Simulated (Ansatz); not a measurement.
## Trial structures of Si2C3: starts and ends

Method: Ansatz 0.2.0, DFT PBE, scalar-relativistic, plane waves, PAW. Settings: cutoff 420 eV, Γ-centred meshes spaced at most about 0.3 Å⁻¹, and about 0.25 Å⁻¹ or finer for metals (2π included), Gaussian smearing. No spin polarisation in the final relaxations.

Each guess was relaxed in cell and atoms at zero pressure, within the symmetry of its start. Temperature and zero-point effects are left out. Coordination counts C atoms around Si (those within 1.25 times the shortest such distance or 1.15 times the sum of covalent radii; a plus sign parts nearer from farther groups; the shortest distance is added where it exceeds 1.18 times the sum of covalent radii; a slash parts the counts of unlike sites). For orderings, «n of Z unlike» gives the unlike atoms among the Z nearest shared sites at the start, averaged over those sites.

```tsv
guess	made from	start group	V start (Å³/atom)	end group	V end (Å³/atom)	coordination at the end	gap on mesh (eV)	E over the lowest end (meV/atom)
1	Si/C on fcc sites, 4.8 of 12 unlike	R-3m	13.8	R-3m	13.9	Si 3	0	38
2	Si/C on hcp sites, 4.8 of 12 unlike	P6_3/mmc	13.8	P6_3/mmc	13.9	Si 3	0	39
3	Si/C on hcp sites, 2.4 of 12 unlike	P-6m2	13.8	P-6m2	9.3	Si 2/2 from 2.9 Å/3	0	0
4	Si/C on fcc sites, 6.4 of 12 unlike	I4/mmm	13.8	?	?	?	?	?
```

Guess 4 as it starts:

```xyz
5
Lattice="-1.3451 1.3451 9.5113 1.3451 -1.3451 9.5113 1.3451 1.3451 -9.5113" Properties=species:S:1:pos:R:3 pbc="T T T"
Si    0.0000    0.0000    1.9023
Si    0.0000    0.0000   17.1203
C     0.0000    0.0000   13.3158
C     0.0000    0.0000    9.5113
C     0.0000    0.0000    5.7068
```

Q: Fill in the missing row: what does this guess relax into, and where does it rank?

A: It ends in space group I4/mmm (No. 139), with a = 3.107 Å, c = 12.610 Å, 12.2 Å³/atom and no gap. It lies 0.54 eV/atom over the lowest end, above guess 2 and so the highest of the set. Counting C atoms around Si, this end has Si 4+4 and the lowest (guess 3) has Si 2/2 from 2.9 Å/3. This end holds Si–Si pairs (shortest 2.55 Å) and C–C units of three or more atoms (shortest 1.35 Å); the lowest (guess 3) holds C–C nets (shortest 1.54 Å).

```cif
data_structure
_symmetry_space_group_name_H-M 'I4/mmm'
_symmetry_Int_Tables_number 139
_cell_length_a 3.1073
_cell_length_b 3.1073
_cell_length_c 12.6098
_cell_angle_alpha 90.000
_cell_angle_beta 90.000
_cell_angle_gamma 90.000
_cell_volume 121.75
loop_
_atom_site_label
_atom_site_type_symbol
_atom_site_symmetry_multiplicity
_atom_site_Wyckoff_symbol
_atom_site_fract_x
_atom_site_fract_y
_atom_site_fract_z
_atom_site_occupancy
Si1 Si 4 e 0.00000 0.00000 0.10098 1
C1 C 4 e 0.50000 0.50000 0.10742 1
C2 C 2 b 0.50000 0.50000 0.00000 1
```

The zero of energy is the elements' standard structures at the same level; no fitted shifts are applied.

Q: Is the lowest end bound against the elements?

A: No: its formation energy is +0.69 eV/atom. The separate elements lie lower, so it is unstable against them.

For metals, differences of a few meV/atom aren't resolved. Weakly bound directions are ill-defined at this level, which has no dispersion term (R-3m, P6_3/mmc, I4/mmm), and this can change margins and order among such cells. The reference form of C is held partly by dispersion forces, which this level lacks. Cells relaxed within their symmetry can be saddle points. A lower structure may well exist outside this small set. Some types were kept out of the candidates beforehand, so the set may lack a known form.

The energies reflect how poorly these layered cells suit two elements that each want four directed covalent bonds. The lowest end gains from its carbon net, whose shortest distance of 1.54 Å is that of a single bond as in diamond, but one of its Si sites has no C closer than 2.9 Å, so much Si–C bonding is lost. In the I4/mmm end, carbon forms linear C3 units with distances near those of a double bond, as in allene. Its Si–C contacts are well beyond a normal single bond and its Si–Si pairs are stretched, which probably explains its high energy. The missing gaps also suggest unsaturated valences, since fully bonded networks of tetravalent atoms are usually semiconducting.

The positive formation energy therefore doesn't mean that silicon and carbon avoid bonding: tetrahedral SiC is a well-known stable compound. Measured against SiC plus carbon, the natural decomposition products at this composition, the lowest end would be even less favourable than against the elements.
